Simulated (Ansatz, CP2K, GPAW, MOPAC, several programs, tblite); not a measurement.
What each method gives for Mg2Si (Fm-3m)

Mg2Si (Fm-3m) from a database structure, relaxed with r2SCAN in Ansatz, was computed with several methods. Space group Fm-3m (No. 225), cubic; conventional cell a = 6.338 Å, 21.22 Å³ an atom. Mg has 4 Si at 2.74 Å; Si has 8 Mg at 2.74 Å. The values are computed, spin-unpolarised, and not measurements.

```xyz
3
Lattice="0.0000 3.1690 3.1690 3.1690 0.0000 3.1690 3.1690 3.1690 0.0000" Properties=species:S:1:pos:R:3 pbc="T T T"
Mg    1.5845    1.5845    1.5845
Mg    4.7535    4.7535    4.7535
Si    0.0000    0.0000    0.0000
```

Gaps and times are for a single point on this cell; volume and bulk modulus come from each method's own relaxation or energy curve at fixed shape. Times are rough, from shared hosts (Arm Neoverse V2), and each method has its own mesh and cell size. PM6 (MOPAC), PM7 (MOPAC), GFN1-xTB (tblite) treat a cluster of cells at its zone centre, which samples few k points: where these miss a band edge, the gap comes out too large for that reason alone. Gaps from k meshes are read at a limited set of points (mesh, symmetry points, PBE's band edges), so each method's own least gap may be somewhat smaller. xTB and the PM methods were fitted mostly to molecules, and can miss a solid's gap by electronvolts. Minimal bases can be far off for gaps. GLLB-SC's gap includes the derivative discontinuity. d marks a direct gap, i an indirect one (no mark: not told apart), a dash a value that wasn't computed or didn't pass its checks.

| method | kind | gap (eV) | own volume (Å³/atom) | bulk modulus (GPa) | atoms computed | processor time |
| --- | --- | --- | --- | --- | --- | --- |
| light PBE (260 eV and a coarse mesh) | light plane-wave | 0.16 i | – | – | 3 | 0.56 s |
| PBE | semilocal | 0.20 i | 21.48 | 54 | 3 | 1.7 s |
| r2SCAN | semilocal | 0.45 i | 21.22 | 58 | 3 | 5.1 s |
| GFN1-xTB (tblite) | tight binding | 0 | – | – | 96 | 5.1 s |
| PM7 (MOPAC) | semi-empirical | 5.55 | – | – | 96 | 6.2 s |
| PM6 (MOPAC) | semi-empirical | 2.21 | – | – | 96 | 9 s |
| PBE/SZV (CP2K) | small basis | overlap 1.63 | – | – | 3 | 9.6 s |
| GLLB-SC (GPAW) | model potential | 0.64 | – | – | 3 | 10 s |
| PBE/single zeta (GPAW) | small basis | 0.50 i | – | – | 3 | 11 s |
| PBE/DZVP (CP2K) | small basis | 0.31 i | – | – | 3 | 13 s |

Against r2SCAN (0.45 eV) and with closed or daggered gaps left aside, the nearest gap at the points sampled is that of PBE/single zeta (GPAW) (+0.05 eV) and the farthest that of PM7 (MOPAC) (+5.10 eV). r2SCAN is only a yardstick of convenience: semilocal gaps usually lie below measured ones, which GLLB-SC and hybrids aim to mend.

Runs without a result: GFN2-xTB (tblite) (single point).
